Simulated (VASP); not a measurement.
Input of a VASP 6.6.1 run:

The input INCAR:

```
ALGO     = Normal         # electronic algorithm
EDIFF    = 1E-7           # SCF threshold, eV
ENCUT    = 520            # plane-wave cutoff, eV
GGA      = PS             # functional
ISIF     = 2              # what is computed and relaxed
ISMEAR   = -1             # smearing method
LASPH    = True           # aspherical terms in the spheres
LCHARG   = True           # write CHGCAR
LELF     = True           # ELF
LREAL    = False          # projectors in reciprocal space
LVHAR    = True         
LWAVE    = False          # write WAVECAR
NBANDS   = 13             # bands
NELM     = 80             # most SCF steps
PREC     = Accurate       # precision mode
SIGMA    = 0.05           # smearing width, eV
```

The input KPOINTS:

```
k-points
0
Gamma
  9 9 9
```

The input POSCAR:

```
Pb
1.0
   -0.0069630000      2.4696840000      2.4484290000
    2.4475870000     -0.0269830000      2.4684490000
    2.4538240000      2.4959410000     -0.0332200000
Pb
1
Direct
   -0.0123650000      0.0070870000      0.0165600000
```

Potentials or basis: VASP PAW PBE potentials, release 64 (Pb_d).

Run with:

```bash
$ cat potpaw_PBE.64/Pb_d/POTCAR > POTCAR
$ mpirun -np 1 vasp_std > vasp.out
```

Estimate the pressure.

-0.7 GPa.

What does it give for the band gap on the k mesh?

None (metal or under the smearing width).

Stress tensor (GPa, compression positive):
```
-0.47 -0.01  0.17
-0.01 -0.85  0.72
 0.17  0.72 -0.68
```

Caveat: the PAW data sets were made with another functional, which shifts forces and pressure a little. Spin-orbit coupling is left out, which matters for the levels of Pb.
